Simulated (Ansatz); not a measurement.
Computed with Ansatz (plane waves, PAW, 420 eV cutoff): PBE, scalar-relativistic, collinear spin, 14×14×6 k-mesh, Gaussian smearing of 0.05 eV. The datasets are Ansatz's generated set soft_2.

A crystal of composition XO2, relaxed at this level of theory, gives this pattern between 10° and 80°.

Cu Kα1 powder pattern (kinematic, no thermal factors).
```tsv
2θ (°)	relative intensity
16.51	100
33.38	4
35.81	12
39.67	34
49.76	26
63.91	12
64.35	8
66.94	9
74.46	2
75.89	1
78.31	4
```

Which lattice and cell does the pattern come from?

Trigonal, space group P-3m1 (No. 164), a = 2.893 Å, b = 2.893 Å, c = 5.365 Å, α = 90.00°, β = 90.00°, γ = 120.00°. The line positions fix the lattice at most, not the space group, and lines under 1 % of the strongest aren't listed; this is the group of the computed cell.

A compound XO2 has these computed properties.

```yaml
Band_gap: zero (metallic)
Density_of_states_at_the_Fermi_level: 0.66 states/(eV·atom)
Magnetic_state: ferromagnetic
Site_spin_moments: X 1.74; O -0.05 μB
Spin_moment_of_the_cell: 2.00 μB
Bader_charges: X 1.93; O -0.97 e
Formation_energy_from_the_elements_0_K_uncorrected: -1.75 eV/atom
```

Sites: X on 1a, O on 2d.

Which element is X?
A. Cr
B. Ti
C. Mn
D. V

A. X is Cr, so the compound is CrO2.

This is a trial structure; measured cells of the compound in the Crystallography Open Database are in space group P42/mnm.

Site moments are of spin, integrated over atomic spheres. The structure is built of weakly bound layers, and this functional has no dispersion term, so their spacing and all that hangs on it (volume, the soft elastic constants, low modes, dielectric constants) are poorly given. Compounds of this kind are often insulators, Mott or charge-transfer ones with an open 3d shell, so the metal found may come from the functional, which lacks a U or exact exchange, or from the structure.
